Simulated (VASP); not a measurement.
# ZnS (F-43m) in VASP: further runs

Runs on ZnS. Level: PBE. Tasks: dielectric tensor.

All numbers are computed with VASP 6.6.1; they aren't measurements. Logs are shortened: lines on timing, memory, paths and dates and some standing lists are left out, and cuts for length are marked.

**1. Starting point**

It takes space group F-43m (No. 216, cubic). Conventional cell: a = 5.404 Å, b = 5.404 Å, c = 5.404 Å, α = 90.00°, β = 90.00°, γ = 90.00°. Zn (site symmetry -43m) has 4 S at 2.34 Å as nearest neighbours. Around S (site symmetry -43m) lie 4 Zn at 2.34 Å.

**2. Dielectric tensor, PBE**

The input, INCAR:

```
PREC     = Accurate       # precision mode
ENCUT    = 500            # plane-wave cutoff, eV
EDIFF    = 1E-8           # SCF threshold, eV
ISMEAR   = 0              # smearing method
SIGMA    = 0.01           # smearing width, eV
LREAL    = F              # projectors in reciprocal space
LASPH    = T              # aspherical terms in the spheres
NELM     = 100            # most SCF steps
ALGO     = Normal         # electronic algorithm
ISIF     = 2              # what is computed and relaxed
LWAVE    = F              # write WAVECAR
LCHARG   = F              # write CHGCAR
GGA      = PE             # functional
LEPSILON = T              # dielectric tensor by DFPT
```

The input, KPOINTS:

```
regular mesh
0
Gamma
  5 5 5
```

The input, POSCAR:

```
ZnS
1.0
    0.0000000000      2.7020000000      2.7020000000
    2.7020000000      0.0000000000      2.7020000000
    2.7020000000      2.7020000000      0.0000000000
Zn S
1 1
Direct
    0.7500000000      0.7500000000      0.7500000000
    0.0000000000      0.0000000000      0.0000000000
```

Potentials or basis: VASP PAW PBE potentials, release 64 (Zn, S).

On the command line:

```bash
> cat potpaw_PBE.64/Zn/POTCAR potpaw_PBE.64/S/POTCAR > POTCAR
> mpirun -np 1 vasp_std > vasp.out
```

OUTCAR:

```text
PREC = Accurate
   ENCUT = 500
   EDIFF = 1E-8
   ISMEAR = 0
   LREAL = F
   LASPH = T
   NELM = 100
   ISIF = 2
   GGA = PE
   LEPSILON = T

 Found     10 irreducible k-points:

 Following reciprocal coordinates:
            Coordinates               Weight
  0.000000  0.000000  0.000000      1.000000
  0.200000  0.000000  0.000000      8.000000
  0.400000  0.000000  0.000000      8.000000
  0.200000  0.200000  0.000000      6.000000
  0.400000  0.200000  0.000000     24.000000
 -0.400000  0.200000  0.000000     24.000000
   k-points           NKPTS =     10   k-points in BZ     NKDIM =     10   number of bands    NBANDS=     13
   number of dos      NEDOS =    301   number of ions     NIONS =      2
   total plane-waves  NPLWV =  21952
   dimension x,y,z NGX =    28 NGY =   28 NGZ =   28
   dimension x,y,z NGXF=    56 NGYF=   56 NGZF=   56
   ions per type =               1   1
   NGX,Y,Z   is equivalent  to a cutoff of  12.18, 12.18, 12.18 a.u.
   NGXF,Y,Z  is equivalent  to a cutoff of  24.36, 24.36, 24.36 a.u.
 SYSTEM =  unknown system
   PREC   = accura    normal or accurate (medium, high low for compatibility)
   ISTART =      0    job   : 0-new  1-cont  2-samecut
   ICHARG =      2    charge: 1-file 2-atom 10-const
   ISPIN  =      1    spin polarized calculation?
   LNONCOLLINEAR =      F non collinear calculations
   LSORBIT =      F    spin-orbit coupling
   LASPH  =      T    aspherical Exc in radial PAW
   ENCUT  =  500.0 eV  36.75 Ry    6.06 a.u.   6.97  6.97  6.97*2*pi/ulx,y,z
   NELM   =    100;   NELMIN=  2; NELMDL= -5     # of ELM steps
   EDIFF  = 0.1E-07   stopping-criterion for ELM
   LREAL  =      F    real-space projection
   EDIFFG = 0.1E-06   stopping-criterion for IOM
   NSW    =      0    number of steps for IOM
   IBRION =     -1    ionic relax: 0-MD 1-quasi-New 2-CG
   NFREE  =      0    steps in history (QN), initial steepest desc. (CG)
   ISIF   =      2    stress and relaxation
   ISYM   =      2    0-nonsym 1-usesym 2-fastsym
   POTIM  = 0.5000    time-step for ionic-motion
   TEBEG  =    0.0;   TEEND  =   0.0 temperature during run
   PSTRESS=    0.0 pullay stress
   NELECT =      18.0000    total number of electrons
   NUPDOWN=      -1.0000    fix difference up-down
   EMIN   =  10.00;   EMAX   =-10.00  energy-range for DOS
   EFERMI =   0.00;   METHOD = LEGACY
   ISMEAR =     0;   SIGMA  =   0.01  broadening in eV -4-tet -1-fermi 0-gaus
   EFERMI_NEDOS =   21; number of points for ismear=-14 and -15
   IALGO  =     38    algorithm
   IMIX   =      4    mixing-type and parameters
     AMIX     =   0.40;   BMIX     =  1.00
     AMIX_MAG =   1.60;   BMIX_MAG =  1.00
  volume/ion in A,a.u.               =      19.73       133.12
  Fermi-wavevector in a.u.,A,eV,Ry     =   1.260290  2.381602 21.610537  1.588330
  Thomas-Fermi vector in A             =   2.393807
   LORBIT       =      0    0 simple, 1 ext, 2 COOP (PROOUT), +10 PAW based schemes
   GGA     = PE    functional components
[... 143 lines left out ...]
    total drift:                                0.000001      0.000001      0.000001

  FREE ENERGIE OF THE ION-ELECTRON SYSTEM (eV)
  ---------------------------------------------------
  free  energy   TOTEN  =        -6.8356460067 eV

  energy  without entropy=       -6.8356460067  energy(sigma->0) =       -6.83564601

 HEAD OF MICROSCOPIC STATIC DIELECTRIC TENSOR (INDEPENDENT PARTICLE, excluding Hartree and local field effects)
 ------------------------------------------------------
           7.155395     0.000000     0.000000
          -0.000000     7.155395    -0.000000
           0.000000     0.000000     7.155395
 ------------------------------------------------------

 Free energy of the ion-electron system (eV)
  ---------------------------------------------------
  ---------------------------------------------------
  free energy    TOTEN  =        -0.68074413 eV

  energy without entropy =       -0.68074413

------------------------ aborting loop because EDIFF is reached ----------------------------------------

--------------------------------------- Ionic step        2  -------------------------------------------

------------------------ aborting loop because EDIFF is reached ----------------------------------------

--------------------------------------- Ionic step        3  -------------------------------------------

 Free energy of the ion-electron system (eV)
  ---------------------------------------------------
  ---------------------------------------------------
  free energy    TOTEN  =        -0.68074428 eV

  energy without entropy =       -0.68074428

------------------------ aborting loop because EDIFF is reached ----------------------------------------

 PIEZOELECTRIC TENSOR FIELD DIRECTION 3  (e Angst)
 -----------------------------------------------------------------------------
     0.00009 -1.73935  0.00000           (  0.00000  0.03897  0.00000)
    -1.73935  0.00009  0.00000           (  0.03897  0.00000  0.00000)
     0.00000  0.00000 -0.00210           (  0.00000  0.00000 -0.00000)

 PIEZOELECTRIC TENSOR FIELD DIRECTION 3  (C/m^2)
 -----------------------------------------------------------------------------
     0.00004 -0.70634  0.00000
    -0.70634  0.00004  0.00000
     0.00000  0.00000 -0.00085

 MACROSCOPIC STATIC DIELECTRIC TENSOR (including local field effects in DFT)
 ------------------------------------------------------
           6.791187    -0.000000     0.000000
          -0.000000     6.791187    -0.000000
           0.000000    -0.000000     6.791187
 ------------------------------------------------------

 PIEZOELECTRIC TENSOR (including local field effects)  for field in x, y, z        (e  Angst)
          XX          YY          ZZ          XY          YZ          ZX
  --------------------------------------------------------------------------------
  x    -0.00000     0.00000     0.00000     0.00000    -1.77882    -0.00000
  y     0.00000    -0.00000     0.00000    -0.00000     0.00000    -1.77882
  z     0.00000     0.00000     0.00000    -1.77882    -0.00000     0.00000

 PIEZOELECTRIC TENSOR (including local field effects)  for field in x, y, z        (C/m^2)
          XX          YY          ZZ          XY          YZ          ZX
  --------------------------------------------------------------------------------
  x    -0.00000     0.00000     0.00000     0.00000    -0.72236    -0.00000
  y     0.00000    -0.00000     0.00000    -0.00000     0.00000    -0.72236
  z     0.00000     0.00000     0.00000    -0.72236    -0.00000     0.00000

 BORN EFFECTIVE CHARGES (including local field effects) (in |e|, cummulative output)
 ---------------------------------------------------------------------------------
 ion    1
    1     2.14719    -0.00000    -0.00000
    2     0.00000     2.14719     0.00000
    3     0.00000    -0.00000     2.14719
 ion    2
    1    -2.14719     0.00000     0.00000
    2     0.00000    -2.14719    -0.00000
    3     0.00000     0.00000    -2.14719
```

OSZICAR:

```text
N       E                     dE             d eps       ncg     rms          rms(c)
DAV:   1     0.850765541772E+02    0.85077E+02   -0.85093E+03   260   0.157E+03
DAV:   2    -0.685700657069E+00   -0.85762E+02   -0.81866E+02   270   0.285E+02
[... 12 lines left out ...]
RMM:   7    -0.680645835739E+00   -0.10937E-02   -0.54950E-05  1203   0.447E-02    0.263E-03
RMM:   8    -0.680734591346E+00   -0.88756E-04   -0.16033E-06  1276   0.940E-03    0.164E-03
RMM:   9    -0.680733604884E+00    0.98646E-06    0.14428E-06  1236   0.365E-03    0.610E-04
RMM:  10    -0.680743946612E+00   -0.10342E-04   -0.41106E-06  1280   0.906E-04    0.239E-04
RMM:  11    -0.680746533664E+00   -0.25871E-05    0.10150E-06  1133   0.390E-04    0.980E-05
RMM:  12    -0.680744136969E+00    0.23967E-05   -0.95276E-07  1075   0.213E-04    0.138E-05
RMM:  13    -0.680744283639E+00   -0.14667E-06    0.55341E-07   679   0.783E-05    0.524E-06
```

Wall time 88 s (1 thread of Intel Xeon Platinum 8488C (Sapphire Rapids), shared host); peak memory 0.18 GiB.

These settings aren't checked as converged: the numbers below hold their error.

What came out:

```yaml
Band_gap_on_the_k_mesh: 2.11 eV, direct
Electronic_dielectric_tensor_diagonal: 6.79
Born_charges_mean_of_the_diagonal: Zn +2.15; S -2.15 e
```

**3. Dielectric tensor, PBE**

INCAR: that of step 2 with these lines changed.

```diff
@@ -1,3 +1,3 @@
 PREC     = Accurate       # precision mode
-ENCUT    = 500            # plane-wave cutoff, eV
+ENCUT    = 400            # plane-wave cutoff, eV
 EDIFF    = 1E-8           # SCF threshold, eV
```

The input, KPOINTS:

```
regular mesh
0
Gamma
  6 6 6
```

POSCAR is that of step 2.

Potentials or basis: VASP PAW PBE potentials, release 64 (Zn, S).

On the command line:

```bash
> cat potpaw_PBE.64/Zn/POTCAR potpaw_PBE.64/S/POTCAR > POTCAR
> mpirun -np 1 vasp_std > vasp.out
```

OUTCAR:

```text
PREC = Accurate
   ENCUT = 400
   EDIFF = 1E-8
   ISMEAR = 0
   LREAL = F
   LASPH = T
   NELM = 100
   ISIF = 2
   GGA = PE
   LEPSILON = T

 Found     16 irreducible k-points:

 Following reciprocal coordinates:
            Coordinates               Weight
  0.000000  0.000000  0.000000      1.000000
  0.166667  0.000000  0.000000      8.000000
  0.333333  0.000000  0.000000      8.000000
  0.500000  0.000000  0.000000      4.000000
  0.166667  0.166667  0.000000      6.000000
  0.333333  0.166667  0.000000     24.000000
   k-points           NKPTS =     16   k-points in BZ     NKDIM =     16   number of bands    NBANDS=     13
   number of dos      NEDOS =    301   number of ions     NIONS =      2
   total plane-waves  NPLWV =  21952
   dimension x,y,z NGX =    28 NGY =   28 NGZ =   28
   dimension x,y,z NGXF=    56 NGYF=   56 NGZF=   56
   ions per type =               1   1
   NGX,Y,Z   is equivalent  to a cutoff of  12.18, 12.18, 12.18 a.u.
   NGXF,Y,Z  is equivalent  to a cutoff of  24.36, 24.36, 24.36 a.u.
 SYSTEM =  unknown system
   PREC   = accura    normal or accurate (medium, high low for compatibility)
   ISTART =      0    job   : 0-new  1-cont  2-samecut
   ICHARG =      2    charge: 1-file 2-atom 10-const
   ISPIN  =      1    spin polarized calculation?
   LNONCOLLINEAR =      F non collinear calculations
   LSORBIT =      F    spin-orbit coupling
   LASPH  =      T    aspherical Exc in radial PAW
   ENCUT  =  400.0 eV  29.40 Ry    5.42 a.u.   6.23  6.23  6.23*2*pi/ulx,y,z
   NELM   =    100;   NELMIN=  2; NELMDL= -5     # of ELM steps
[... 210 lines left out ...]

 PIEZOELECTRIC TENSOR FIELD DIRECTION 3  (e Angst)
 -----------------------------------------------------------------------------
     0.00005 -1.69348  0.00000           (  0.00000  0.02671  0.00000)
    -1.69348  0.00005  0.00000           (  0.02671  0.00000  0.00000)
     0.00000  0.00000 -0.00114           (  0.00000  0.00000 -0.00000)

 PIEZOELECTRIC TENSOR FIELD DIRECTION 3  (C/m^2)
 -----------------------------------------------------------------------------
     0.00002 -0.68771  0.00000
    -0.68771  0.00002  0.00000
     0.00000  0.00000 -0.00046

 MACROSCOPIC STATIC DIELECTRIC TENSOR (including local field effects in DFT)
 ------------------------------------------------------
           6.314540    -0.000000    -0.000000
           0.000000     6.314540    -0.000000
           0.000000    -0.000000     6.314540
 ------------------------------------------------------

 PIEZOELECTRIC TENSOR (including local field effects)  for field in x, y, z        (e  Angst)
          XX          YY          ZZ          XY          YZ          ZX
  --------------------------------------------------------------------------------
  x    -0.00000    -0.00000     0.00000     0.00000    -1.71637     0.00000
  y    -0.00000     0.00000     0.00000     0.00000    -0.00000    -1.71637
  z     0.00000     0.00000     0.00000    -1.71637     0.00000     0.00000

 PIEZOELECTRIC TENSOR (including local field effects)  for field in x, y, z        (C/m^2)
          XX          YY          ZZ          XY          YZ          ZX
  --------------------------------------------------------------------------------
  x    -0.00000    -0.00000     0.00000     0.00000    -0.69701     0.00000
  y    -0.00000     0.00000     0.00000     0.00000    -0.00000    -0.69701
  z     0.00000     0.00000     0.00000    -0.69701     0.00000     0.00000

 BORN EFFECTIVE CHARGES (including local field effects) (in |e|, cummulative output)
 ---------------------------------------------------------------------------------
 ion    1
    1     2.06277     0.00000     0.00000
    2     0.00000     2.06277     0.00000
    3     0.00000    -0.00000     2.06277
 ion    2
    1    -2.06277     0.00000     0.00000
    2     0.00000    -2.06277     0.00000
    3    -0.00000     0.00000    -2.06277
```

OSZICAR:

```text
N       E                     dE             d eps       ncg     rms          rms(c)
DAV:   1     0.751854791163E+02    0.75185E+02   -0.78656E+03   416   0.141E+03
[... 12 lines left out ...]
RMM:   6    -0.624634306450E+00   -0.10411E-03   -0.44487E-04  2079   0.127E-01    0.295E-02
RMM:   7    -0.625737932527E+00   -0.11036E-02   -0.60144E-05  2096   0.482E-02    0.282E-03
RMM:   8    -0.625842486892E+00   -0.10455E-03   -0.52474E-06  2183   0.107E-02    0.218E-03
RMM:   9    -0.625833586559E+00    0.89003E-05    0.31302E-07  2083   0.437E-03    0.599E-04
RMM:  10    -0.625842698065E+00   -0.91115E-05    0.26765E-06  2183   0.110E-03    0.245E-04
RMM:  11    -0.625847001467E+00   -0.43034E-05    0.26333E-07  2029   0.375E-04    0.130E-04
RMM:  12    -0.625843931262E+00    0.30702E-05    0.26335E-07  1841   0.241E-04    0.188E-05
RMM:  13    -0.625844055922E+00   -0.12466E-06    0.20404E-07  1241   0.785E-05    0.904E-06
```

Run time: 1.7 min. Hardware: 1 thread of Intel Xeon Platinum 8488C (Sapphire Rapids), shared host; peak memory 0.18 GiB.

The run converged, but some of its settings lie outside the range that counts as converged, so its numbers aren't taken as properties of the crystal.

Results:

```yaml
Band_gap_on_the_k_mesh: 2.11 eV, direct
Electronic_dielectric_tensor_diagonal: 6.31
Born_charges_mean_of_the_diagonal: Zn +2.06; S -2.06 e
```

**4. Dielectric tensor, PBE**

INCAR: that of step 3 with these lines changed.

```diff
@@ -1,3 +1,3 @@
 PREC     = Accurate       # precision mode
-ENCUT    = 400            # plane-wave cutoff, eV
+ENCUT    = 600            # plane-wave cutoff, eV
 EDIFF    = 1E-8           # SCF threshold, eV
```

The input, KPOINTS:

```
regular mesh
0
Gamma
  5 5 5
```

POSCAR is that of step 3.

Potentials or basis: VASP PAW PBE potentials, release 64 (Zn, S).

On the command line:

```bash
> cat potpaw_PBE.64/Zn/POTCAR potpaw_PBE.64/S/POTCAR > POTCAR
> mpirun -np 1 vasp_std > vasp.out
```

OUTCAR:

```text
PREC = Accurate
   ENCUT = 600
   EDIFF = 1E-8
   ISMEAR = 0
   LREAL = F
   LASPH = T
   NELM = 100
   ISIF = 2
   GGA = PE
   LEPSILON = T

 Found     10 irreducible k-points:

 Following reciprocal coordinates:
            Coordinates               Weight
  0.000000  0.000000  0.000000      1.000000
  0.200000  0.000000  0.000000      8.000000
  0.400000  0.000000  0.000000      8.000000
  0.200000  0.200000  0.000000      6.000000
  0.400000  0.200000  0.000000     24.000000
 -0.400000  0.200000  0.000000     24.000000
   k-points           NKPTS =     10   k-points in BZ     NKDIM =     10   number of bands    NBANDS=     13
   number of dos      NEDOS =    301   number of ions     NIONS =      2
   total plane-waves  NPLWV =  32768
   dimension x,y,z NGX =    32 NGY =   32 NGZ =   32
   dimension x,y,z NGXF=    64 NGYF=   64 NGZF=   64
   ions per type =               1   1
   NGX,Y,Z   is equivalent  to a cutoff of  13.92, 13.92, 13.92 a.u.
   NGXF,Y,Z  is equivalent  to a cutoff of  27.84, 27.84, 27.84 a.u.
 SYSTEM =  unknown system
   PREC   = accura    normal or accurate (medium, high low for compatibility)
   ISTART =      0    job   : 0-new  1-cont  2-samecut
   ICHARG =      2    charge: 1-file 2-atom 10-const
   ISPIN  =      1    spin polarized calculation?
   LNONCOLLINEAR =      F non collinear calculations
   LSORBIT =      F    spin-orbit coupling
   LASPH  =      T    aspherical Exc in radial PAW
[... 206 lines left out ...]
  free energy    TOTEN  =        -0.68088461 eV

  energy without entropy =       -0.68088461

------------------------ aborting loop because EDIFF is reached ----------------------------------------

 PIEZOELECTRIC TENSOR FIELD DIRECTION 3  (e Angst)
 -----------------------------------------------------------------------------
    -0.00039 -1.73963  0.00000           (  0.00000  0.03894  0.00000)
    -1.73963 -0.00039  0.00000           (  0.03894  0.00000  0.00000)
     0.00000  0.00000 -0.00113           (  0.00000  0.00000 -0.00000)

 PIEZOELECTRIC TENSOR FIELD DIRECTION 3  (C/m^2)
 -----------------------------------------------------------------------------
    -0.00016 -0.70645  0.00000
    -0.70645 -0.00016  0.00000
     0.00000  0.00000 -0.00046

 MACROSCOPIC STATIC DIELECTRIC TENSOR (including local field effects in DFT)
 ------------------------------------------------------
           6.790493    -0.000000     0.000000
          -0.000000     6.790493    -0.000000
          -0.000000    -0.000000     6.790493
 ------------------------------------------------------

 PIEZOELECTRIC TENSOR (including local field effects)  for field in x, y, z        (e  Angst)
          XX          YY          ZZ          XY          YZ          ZX
  --------------------------------------------------------------------------------
  x     0.00000    -0.00000    -0.00000     0.00000    -1.77894    -0.00000
  y     0.00000     0.00000     0.00000     0.00000     0.00000    -1.77894
  z    -0.00000     0.00000     0.00000    -1.77894     0.00000    -0.00000

 PIEZOELECTRIC TENSOR (including local field effects)  for field in x, y, z        (C/m^2)
          XX          YY          ZZ          XY          YZ          ZX
  --------------------------------------------------------------------------------
  x     0.00000    -0.00000    -0.00000     0.00000    -0.72241    -0.00000
  y     0.00000     0.00000     0.00000     0.00000     0.00000    -0.72241
  z    -0.00000     0.00000     0.00000    -0.72241     0.00000    -0.00000

 BORN EFFECTIVE CHARGES (including local field effects) (in |e|, cummulative output)
 ---------------------------------------------------------------------------------
 ion    1
    1     2.14722    -0.00000     0.00000
    2    -0.00000     2.14722    -0.00000
    3    -0.00000     0.00000     2.14722
 ion    2
    1    -2.14722     0.00000    -0.00000
    2     0.00000    -2.14722     0.00000
    3     0.00000    -0.00000    -2.14722
```

Run time: 93 s. Hardware: 1 thread of Intel Xeon Platinum 8488C (Sapphire Rapids), shared host; peak memory 0.2 GiB.

The run converged, but some of its settings lie outside the range that counts as converged, so its numbers aren't taken as properties of the crystal.

Results:

- Band gap on the k mesh: 2.11 eV, direct
- Electronic dielectric tensor (diagonal): 6.79
- Born charges (mean of the diagonal): Zn +2.15; S -2.15 e

**5. The reference run**

An earlier run on the cell as given: functional PBEsol; potentials or basis VASP PAW PBE potentials, release 64 (Zn, S); cutoff 520 eV; k mesh 9 × 9 × 9; occupations fermi-dirac, width 0.05 eV; no spin polarisation.

- Pressure: -1.8 GPa
- Band gap on the k mesh: 1.98 eV, direct
